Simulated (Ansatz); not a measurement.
Computed with DFT PBE, scalar-relativistic, plane waves, PAW (Ansatz). All cells share a 420 eV cutoff and Γ-centred k meshes spaced at most about 0.3 Å⁻¹ (about 0.25 or finer for metals, 2π included). No spin polarisation.

Each guess is relaxed in cell and atoms at zero pressure, on a coarse mesh first where it starts far from rest and then on a converged one. The steps can't lower the symmetry of the start, but it can rise. Energies are static (0 K, no zero-point motion).

Two unrelaxed guesses for Mg₃SnN₂:

A.

Space group I4/mmm (No. 139). a = 5.572 Å, b = 5.572 Å, c = 6.955 Å, α = 90.00°, β = 90.00°, γ = 90.00°
```
atom  site  symmetry       x       y       z
  Mg    4c      mmm. 0.0000  0.5000  0.0000
  Mg    2b     4/mmm  0.0000  0.0000  0.5000
  Sn    2a     4/mmm  0.0000  0.0000  0.0000
   N    4e       4mm  0.0000  0.0000  0.7393
```

B.

Space group P-4m2 (No. 115). a = 3.475 Å, b = 3.475 Å, c = 7.623 Å, α = 90.00°, β = 90.00°, γ = 90.00°
```tsv
atom	site	symmetry	x	y	z
Mg	1b	-4m2	0.5000	0.5000	0.0000
Mg	2g	2mm.	0.0000	0.5000	0.3774
Sn	1a	-4m2	0.0000	0.0000	0.0000
N	2g	2mm.	0.0000	0.5000	0.7372
```

Question: Do they relax into the same structure? If not, which is lower?

Answer: No. B ends lower, by 0.57 eV/atom. A: I4/mmm at 18.0 Å³/atom → I4/mmm at 24.4 Å³/atom; B: P-4m2 at 15.3 Å³/atom → P-4m2 at 15.1 Å³/atom. Counting N atoms around Mg and Sn (those within 1.25 times the shortest such distance or 1.15 times the sum of covalent radii; the shortest distance is added where it is long for a bond; a slash parts the counts of unlike sites), the end of A has Mg 2/8 from 3.6 Å, Sn 2 and the end of B has Mg 1/4 from 2.8 Å, Sn 4 from 2.8 Å. End of A. Conventional cell: a = 6.143 Å, c = 7.753 Å. Mg on a site of symmetry mmm is surrounded by 2 Mg at 3.07 Å and 2 Sn at 3.07 Å; Sn has 2 N at 1.96 Å and 4 Mg at 3.07 Å; N is surrounded by 1 Mg at 1.91 Å and 1 Sn at 1.96 Å; 1 more site not described. End of B. Conventional cell: a = 3.684 Å, c = 6.655 Å. Around Mg on a site of symmetry -4m2 lie 4 Sn at 2.61 Å, 4 N at 2.76 Å and 4 Mg at 3.12 Å; Sn is surrounded by 4 Mg at 2.61 Å, 4 N at 2.76 Å and 4 Mg at 3.12 Å; N is surrounded by 1 Mg at 2.08 Å, 6 Mg at 2.65–2.76 Å and 2 Sn at 2.76 Å; 1 more site not described.

Ends held by symmetry can be saddle points. Neither end is the lowest form computed: that has space group P6/mmm (No. 191) and lies 0.59 eV/atom below the better end. Even the lowest of the cells shown lies +0.34 eV/atom against the elements. Some candidate types were left out of the draw beforehand, so a known form may be missing.
